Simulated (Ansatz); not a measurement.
Geometry optimisation in Ansatz: input, command and trajectory.

```yaml
crystal:
  lattice:
    - [0.0, -3.664300454, -4.1479579381]
    - [0.0, -3.664300454, 4.1479579381]
    - [-10.2933949498, 0.0, 0.0]
  atoms:
    - { symbol: Ge, position: [0.3113827237, 0.4403485923, 0.8834408543] }
    - { symbol: Ge, position: [0.8158884547, 0.934124012, 0.8842122149] }
    - { symbol: Ge, position: [0.8187683534, 0.4331283065, 0.6211979284] }
    - { symbol: Ge, position: [0.3159710937, 0.9343650036, 0.6154015606] }
    - { symbol: Ge, position: [0.1906866629, 0.569039383, 0.381253064] }
    - { symbol: Ge, position: [0.6903916615, 0.0658683935, 0.3806297854] }
    - { symbol: Ge, position: [0.6868470961, 0.5612850783, 0.1177836073] }
    - { symbol: Ge, position: [0.1844934319, 0.0638060581, 0.1208032822] }
    - { symbol: S, position: [0.1318326196, 0.6222974914, 0.1477776418] }
    - { symbol: S, position: [0.6226154726, 0.1217871167, 0.145226361] }
    - { symbol: S, position: [0.6267309051, 0.6186873105, 0.3510486834] }
    - { symbol: S, position: [0.1213391338, 0.1220805524, 0.3515159013] }
    - { symbol: S, position: [0.3744974472, 0.3749971888, 0.6476836501] }
    - { symbol: S, position: [0.8690357082, 0.8753805328, 0.6469442658] }
    - { symbol: S, position: [0.8683327906, 0.3779621021, 0.8515787208] }
  symmetry: { detect: false }
basis:
  ecutwfc: 420
kpoints:
  mp_grid: { grid: [3, 3, 2], shift: [0.0, 0.0, 0.5] }
hamiltonian:
  xc: pbesol
scf:
  occupations: { method: gaussian, width: 0.1 }
  lower_state_search: "off"
output:
  forces: true
  stress: true
  eigenvalues: true
relax:
  adjacent_minimum: "off"
  f_tol: 0.04
  max_steps: 50
  cell: { stress_tol: 0.3 }
```

```bash
ansatz run input.yaml --threads 4 --pin off --max-ram 9216MiB --backend cpu --events-out ev --progress --plain --runs-dir out
```

The calculation used Ansatz 0.2.0, DFT PBEsol, scalar-relativistic, plane waves, PAW.

Of 16 frames 10 are shown, positions in Å and forces in eV/Å; the SCF threshold varies from step to step. Steps run on the plane waves of an earlier cell, with a Pulay correction in the pressure. The basis is chosen afresh for the last frame, the zero of the energies, and at times for earlier ones too; energy and pressure step there, also at an unchanged geometry. The mark taken_back stands on steps that the optimiser undid.

```xyz
15
Lattice="0.0000 -3.6643 -4.1480 0.0000 -3.6643 4.1480 -10.2934 0.0000 0.0000" Properties=species:S:1:pos:R:3:forces:R:3 pbc="T T T" step=1 free_energy_over_end_meV_per_atom=39.58 pressure_GPa=-1.37
Ge   -9.0936   -2.7546    0.5349    0.2928   -0.0830    0.1813
Ge   -9.1015   -6.4126    0.4904    0.3311    0.0437    0.1753
Ge   -6.3942   -4.5873   -1.5996    0.1722    0.0437    0.1319
Ge   -6.3346   -4.5816    2.5651   -0.4685    0.0593   -0.0424
Ge   -3.9244   -2.7839    1.5694   -0.1643    0.0769    0.0383
Ge   -3.9180   -2.7712   -2.5905   -0.1298    0.2524    0.1572
Ge   -1.2124   -4.5735   -0.5208    0.0555   -0.0518    0.1003
Ge   -1.2435   -0.9098   -0.5006    0.4893    0.0422    0.1400
S    -1.5211   -2.7634    2.0344    0.3189    0.0865   -0.0557
S    -1.4949   -2.7277   -2.0774    0.1626   -0.0264   -0.2183
S    -3.6135   -4.5636   -0.0334   -0.0288   -0.1495   -0.1298
S    -3.6183   -0.8920    0.0031   -0.4039   -0.2135   -0.2023
S    -6.6669   -2.7464    0.0021   -0.1410    0.0946    0.0042
S    -6.6593   -6.3921    0.0263   -0.1775   -0.1412   -0.0592
S    -8.7656   -4.5668   -2.0340   -0.3088   -0.0339   -0.2206
15
Lattice="0.0283 -3.5826 -4.0925 -0.0237 -3.5796 4.0898 -9.9757 0.0065 0.0645" Properties=species:S:1:pos:R:3:forces:R:3 pbc="T T T" step=3 free_energy_over_end_meV_per_atom=11.70 pressure_GPa=0.79
Ge   -8.8134   -2.8765    0.7490    0.1173   -0.0225    0.0432
Ge   -8.8197   -6.0941    0.7681    0.0634    0.0132    0.0079
Ge   -6.1478   -4.4764   -1.4732    0.1408    0.0242   -0.0346
Ge   -6.4993   -4.4572    2.4195   -0.2395    0.0055   -0.2006
Ge   -3.8177   -2.7079    1.5235   -0.1174    0.1016    0.0147
Ge   -3.8057   -2.6825   -2.5773   -0.1003    0.0294    0.0441
Ge   -1.0908   -4.4610   -0.5316   -0.0041   -0.0412   -0.0486
Ge   -1.0292   -0.8833   -0.4455   -0.1112    0.0230   -0.0302
S    -1.3687   -2.7100    1.9739    0.0180    0.0390    0.0923
S    -1.3463   -2.6330   -2.1055    0.0400   -0.0738    0.0699
S    -3.5082   -4.4649   -0.1102   -0.0509   -0.0543    0.0010
S    -3.4892   -0.8812   -0.0754    0.1452   -0.0747    0.0472
S    -6.4827   -2.6171    0.0532    0.0048   -0.0830    0.0044
S    -6.4819   -6.3075    0.0819    0.0398    0.0326    0.0083
S    -8.5429   -4.5011   -1.9100    0.0540    0.0808   -0.0192
15
Lattice="0.0356 -3.5616 -4.1002 -0.0336 -3.5600 4.0988 -10.1273 0.0027 0.0859" Properties=species:S:1:pos:R:3:forces:R:3 pbc="T T T" step=4 free_energy_over_end_meV_per_atom=7.45 pressure_GPa=0.27
Ge   -8.9172   -2.8718    0.8084   -0.0114    0.0920   -0.0640
Ge   -8.9283   -6.0347    0.8015    0.0085   -0.1144   -0.0472
Ge   -6.2106   -4.4466   -1.4837    0.0391    0.0062    0.0187
Ge   -6.7836   -4.4353    2.3735    0.0274    0.0071   -0.1859
Ge   -3.8719   -2.6929    1.5515   -0.0109    0.0905   -0.0359
Ge   -3.8424   -2.6687   -2.5517    0.0160   -0.0082   -0.0224
Ge   -1.1084   -4.4482   -0.5161   -0.0257   -0.0087   -0.0383
Ge   -1.0465   -0.8838   -0.4418   -0.1305    0.0034   -0.0124
S    -1.4007   -2.6959    1.9846    0.0447    0.0019    0.1094
S    -1.3582   -2.6366   -2.1035    0.0086   -0.0026    0.0868
S    -3.5394   -4.4495   -0.0892   -0.1028   -0.0265   -0.0136
S    -3.4973   -0.8850   -0.0466    0.0300   -0.0463    0.0298
S    -6.6111   -2.5970    0.0360    0.0779   -0.0602    0.1304
S    -6.6046   -6.2790    0.0595    0.0691    0.0548    0.1239
S    -8.6225   -4.4557   -1.8848   -0.0402    0.0109   -0.0793
15
Lattice="0.0149 -3.5856 -4.0628 -0.0158 -3.5865 4.0636 -10.2075 -0.0013 0.0381" Properties=species:S:1:pos:R:3:forces:R:3 pbc="T T T" step=6 free_energy_over_end_meV_per_atom=4.78 pressure_GPa=-0.10
Ge   -8.9561   -2.8450    0.6810    0.0316   -0.0049   -0.0214
Ge   -8.9536   -6.1472    0.6680    0.0269    0.0142   -0.0222
Ge   -6.2505   -4.4808   -1.5007   -0.0327   -0.0017   -0.0256
Ge   -6.8752   -4.4792    2.1696   -0.0243   -0.0059   -0.0427
Ge   -3.8825   -2.6706    1.5712    0.0199   -0.0741    0.0097
Ge   -3.8627   -2.6932   -2.4906    0.0109    0.0403    0.0036
Ge   -1.1680   -4.4792   -0.4586    0.0152   -0.0024    0.0065
Ge   -1.1294   -0.8955   -0.4066   -0.0087    0.0053   -0.0092
S    -1.4006   -2.7064    2.0018   -0.0301   -0.0251   -0.0090
S    -1.3851   -2.6681   -2.0627   -0.0147    0.0188   -0.0132
S    -3.6059   -4.4791   -0.0618    0.0446    0.0073    0.0173
S    -3.5579   -0.8949   -0.0387    0.0552    0.0208   -0.0278
S    -6.6233   -2.6333    0.0172   -0.0445    0.0092    0.0414
S    -6.6137   -6.3220    0.0332   -0.0486    0.0045    0.0445
S    -8.6825   -4.4866   -1.9314   -0.0008   -0.0063    0.0481
15
Lattice="0.0062 -3.6015 -4.0284 -0.0085 -3.6044 4.0309 -10.2522 -0.0033 0.0182" Properties=species:S:1:pos:R:3:forces:R:3 pbc="T T T" step=8 free_energy_over_end_meV_per_atom=3.86 pressure_GPa=0.36
Ge   -8.9828   -2.8029    0.5800   -0.0626    0.0102   -0.0262
Ge   -8.9805   -6.1544    0.6233   -0.1214   -0.0114   -0.0611
Ge   -6.3081   -4.4840   -1.4983    0.0155   -0.0163   -0.0395
Ge   -6.9986   -4.4928    1.8932    0.0741    0.0246    0.1194
Ge   -3.8531   -2.7259    1.5942   -0.0246    0.0402   -0.0172
Ge   -3.8468   -2.7240   -2.4387   -0.0177   -0.0269   -0.0244
Ge   -1.1534   -4.5262   -0.4389    0.0004    0.0151   -0.0181
Ge   -1.1682   -0.9203   -0.3942    0.0432   -0.0143    0.0032
S    -1.3890   -2.7397    1.9843   -0.0237    0.0011   -0.0048
S    -1.3922   -2.7083   -2.0503   -0.0074    0.0107    0.0089
S    -3.5924   -4.5239   -0.0422   -0.0383   -0.0069    0.0134
S    -3.5808   -0.9233   -0.0464    0.0176    0.0054    0.0556
S    -6.6441   -2.6547    0.0704    0.0373    0.0398   -0.0300
S    -6.6386   -6.2671    0.1419    0.1017   -0.0414   -0.0096
S    -8.7522   -4.4979   -1.8990    0.0060   -0.0300    0.0304
15
Lattice="0.0076 -3.5999 -4.0529 -0.0093 -3.5931 4.0469 -10.2279 -0.0023 0.0210" Properties=species:S:1:pos:R:3:forces:R:3 pbc="T T T" step=9 free_energy_over_end_meV_per_atom=4.04 pressure_GPa=-0.07 taken_back
Ge   -8.9862   -2.8263    0.6131    0.0299    0.0075    0.0270
Ge   -8.9865   -6.1600    0.6267    0.0302   -0.0077    0.0176
Ge   -6.3008   -4.4930   -1.5160   -0.0011   -0.0045    0.0213
Ge   -6.9451   -4.4928    2.0253   -0.0203   -0.0426   -0.0804
Ge   -3.8532   -2.7101    1.5818   -0.0232    0.0548    0.0015
Ge   -3.8438   -2.6983   -2.4716   -0.0228   -0.0486    0.0098
Ge   -1.1451   -4.5002   -0.4615   -0.0076   -0.0052   -0.0286
Ge   -1.1258   -0.9047   -0.4028    0.0223   -0.0038   -0.0226
S    -1.3867   -2.7225    1.9903   -0.0341    0.0032    0.0233
S    -1.3803   -2.6791   -2.0627   -0.0193   -0.0004    0.0306
S    -3.5783   -4.4983   -0.0580   -0.0501    0.0007   -0.0353
S    -3.5357   -0.9022   -0.0298   -0.0452   -0.0082    0.0216
S    -6.6529   -2.6473    0.0308    0.0477    0.0085   -0.0123
S    -6.6413   -6.3022    0.0825    0.0471    0.0478    0.0556
S    -8.7396   -4.5081   -1.9225    0.0464   -0.0015   -0.0292
15
Lattice="-0.0140 -3.6024 -4.0980 -0.0021 -3.5682 4.0677 -10.2183 -0.0226 -0.0148" Properties=species:S:1:pos:R:3:forces:R:3 pbc="T T T" step=11 free_energy_over_end_meV_per_atom=1.83 pressure_GPa=-0.12
Ge   -8.9715   -2.8109    0.5435    0.0405   -0.0222    0.0394
Ge   -8.9850   -6.1504    0.6111    0.0562    0.0070    0.0208
Ge   -6.3028   -4.4960   -1.5598   -0.0086   -0.0108    0.0643
Ge   -6.9318   -4.4901    1.9420   -0.0727   -0.0700   -0.0048
Ge   -3.8823   -2.7155    1.5724    0.0077    0.0017    0.0038
Ge   -3.8618   -2.7343   -2.5131    0.0196    0.0113    0.0248
Ge   -1.1720   -4.5194   -0.4968    0.0010   -0.0125    0.0080
Ge   -1.1126   -0.9296   -0.4331   -0.0252    0.0113    0.0063
S    -1.4085   -2.7248    1.9933    0.0049   -0.0026    0.0135
S    -1.3951   -2.6920   -2.0838   -0.0077   -0.0262   -0.0147
S    -3.6034   -4.5018   -0.0758   -0.0015   -0.0014   -0.0176
S    -3.5290   -0.9151   -0.0205   -0.0045   -0.0103   -0.0286
S    -6.6566   -2.5782   -0.1044   -0.0232    0.0626   -0.1363
S    -6.5993   -6.2102    0.1725   -0.0205    0.0805    0.0329
S    -8.7351   -4.5639   -1.9736    0.0340   -0.0183   -0.0119
15
Lattice="-0.0254 -3.5511 -4.1449 -0.0285 -3.5518 4.1455 -10.2184 -0.0757 0.0038" Properties=species:S:1:pos:R:3:forces:R:3 pbc="T T T" step=13 free_energy_over_end_meV_per_atom=2.94 pressure_GPa=0.00 taken_back
Ge   -8.9950   -2.7784    0.5851    0.0208    0.1102    0.0171
Ge   -8.9716   -6.0268    0.6984   -0.0300   -0.1161   -0.0410
Ge   -6.3195   -4.4226   -1.5094    0.0497    0.0976   -0.1571
Ge   -7.0406   -4.3389    2.0463    0.0963   -0.1819   -0.0280
Ge   -3.8755   -2.7683    1.6179   -0.0504   -0.0861   -0.0687
Ge   -3.8279   -2.8128   -2.5273   -0.0792    0.0249   -0.1028
Ge   -1.2049   -4.5712   -0.4570    0.0147   -0.0853   -0.0924
Ge   -1.1507   -1.0621   -0.4386   -0.0127    0.0446   -0.0667
S    -1.4018   -2.8305    2.0634    0.0804    0.0934    0.0633
S    -1.3934   -2.8165   -2.1267   -0.0325    0.1242    0.0219
S    -3.6289   -4.5727   -0.0340    0.0039    0.0767    0.0645
S    -3.5664   -1.0349   -0.0547    0.0283    0.0541    0.1178
S    -6.7216   -2.3896   -0.2384   -0.0645   -0.0454   -0.0090
S    -6.6003   -5.9987    0.2828   -0.0406    0.0001    0.2231
S    -8.7241   -4.4785   -2.0049    0.0155   -0.1110    0.0581
15
Lattice="-0.0236 -3.5740 -4.1640 -0.0165 -3.5372 4.1315 -10.1869 -0.0563 -0.0088" Properties=species:S:1:pos:R:3:forces:R:3 pbc="T T T" step=14 free_energy_over_end_meV_per_atom=-0.04 pressure_GPa=0.08
Ge   -8.9598   -2.8179    0.5829   -0.0346   -0.0126   -0.0110
Ge   -8.9800   -6.1414    0.6664    0.0205   -0.0234    0.0054
Ge   -6.2733   -4.4834   -1.5366   -0.0006   -0.0371    0.0027
Ge   -7.0007   -4.4529    2.0174    0.0084    0.0124   -0.0558
Ge   -3.8832   -2.7138    1.5776   -0.0145   -0.0017   -0.0156
Ge   -3.8485   -2.7353   -2.5710   -0.0248    0.0076    0.0039
Ge   -1.1654   -4.5148   -0.5297   -0.0008   -0.0127    0.0151
Ge   -1.0946   -0.9559   -0.4712   -0.0293    0.0033    0.0419
S    -1.4143   -2.7320    2.0254    0.0438    0.0051    0.0145
S    -1.3944   -2.7055   -2.1237    0.0343   -0.0081   -0.0182
S    -3.6010   -4.4851   -0.0778   -0.0051   -0.0086   -0.0048
S    -3.5115   -0.9324   -0.0195   -0.0160   -0.0090   -0.0122
S    -6.6988   -2.4829   -0.2355    0.0311    0.0283    0.0305
S    -6.5828   -6.0986    0.2681   -0.0073    0.0516   -0.0080
S    -8.6898   -4.5828   -2.0063   -0.0051    0.0050    0.0117
15
Lattice="-0.0191 -3.5785 -4.1544 -0.0293 -3.5561 4.1346 -10.1780 -0.0680 0.0126" Properties=species:S:1:pos:R:3:forces:R:3 pbc="T T T" step=16 free_energy_over_end_meV_per_atom=0.00 pressure_GPa=-0.05
Ge   -8.9617   -2.8130    0.5909    0.0302   -0.0145    0.0209
Ge   -8.9644   -6.1724    0.6936   -0.0294    0.0263   -0.0003
Ge   -6.2697   -4.4814   -1.5180    0.0015    0.0214    0.0006
Ge   -6.9938   -4.4484    2.0163   -0.0382    0.0017    0.0205
Ge   -3.8840   -2.7480    1.5779    0.0015   -0.0012    0.0377
Ge   -3.8507   -2.7565   -2.5564    0.0174   -0.0038    0.0124
Ge   -1.1670   -4.5487   -0.5037    0.0118    0.0002   -0.0082
Ge   -1.1266   -0.9841   -0.4343    0.0385    0.0011   -0.0394
S    -1.4021   -2.7722    2.0505   -0.0139    0.0055    0.0053
S    -1.3927   -2.7381   -2.1073   -0.0028    0.0201    0.0118
S    -3.5997   -4.5283   -0.0639   -0.0068    0.0176    0.0000
S    -3.5319   -0.9608   -0.0160   -0.0303    0.0096   -0.0267
S    -6.6893   -2.4611   -0.2208   -0.0111   -0.0392   -0.0374
S    -6.5761   -6.0915    0.2850    0.0206   -0.0358    0.0013
S    -8.6814   -4.5833   -1.9785    0.0112   -0.0088    0.0016
```

The run took 61 s on 4 threads of Intel(R) Xeon(R) 6975P-C (Granite Rapids), on a shared host, peak memory 0.98 GiB.

The k mesh is coarse.